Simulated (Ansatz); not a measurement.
Set up this calculation in Ansatz 0.2.0, as the native input.

| Property | Result |
| --- | --- |
| Task | single point |
| Functional | PBE |
| Potentials or basis | Ansatz PAW |
| Cutoff | 420 eV (not typed: the program's choice for these potentials) |
| k mesh | 7 × 7 × 7 |
| Occupations | gaussian, width 0.05 eV |
| Spin | no spin polarisation |

The system is HgTe (Coloradoite).

```
Hg Te
1.0
     0.00000    3.21450    3.21450
     3.21450    0.00000    3.21450
     3.21450    3.21450    0.00000
Hg Te
1 1
Direct
  0.00000 0.00000 0.00000
  0.75000 0.75000 0.75000
```

One way to write it, as run:

input.yaml

```yaml
crystal:
  lattice:
    - [0.0, 3.2145, 3.2145]
    - [3.2145, 0.0, 3.2145]
    - [3.2145, 3.2145, 0.0]
  atoms:
    - { symbol: Hg, position: [0.0, 0.0, 0.0] }
    - { symbol: Te, position: [0.75, 0.75, 0.75] }
hamiltonian:
  xc: pbe
  pseudopotentials: { kind: paw }
kpoints:
  mp_grid: { grid: [7, 7, 7] }
scf:
  occupations: { method: gaussian, width: 0.05 }
output:
  forces: true
  stress: true
  eigenvalues: true
```

Potentials or basis: Ansatz PAW.

Run with:

```sh
$ ansatz run input.yaml --threads 2 --pin off --max-ram 5632MiB --backend cpu --events-out ev --progress --plain --runs-dir out
```

Results of the run:

```yaml
Pressure: 4.6 GPa
Band_gap_on_the_k_mesh: none (metal or under the smearing width)
```

It took 4.2 s on 2 threads of Intel(R) Xeon(R) Processor @ 2.50GHz (Skylake/Cascade Lake) (shared host), peak memory 0.37 GiB.
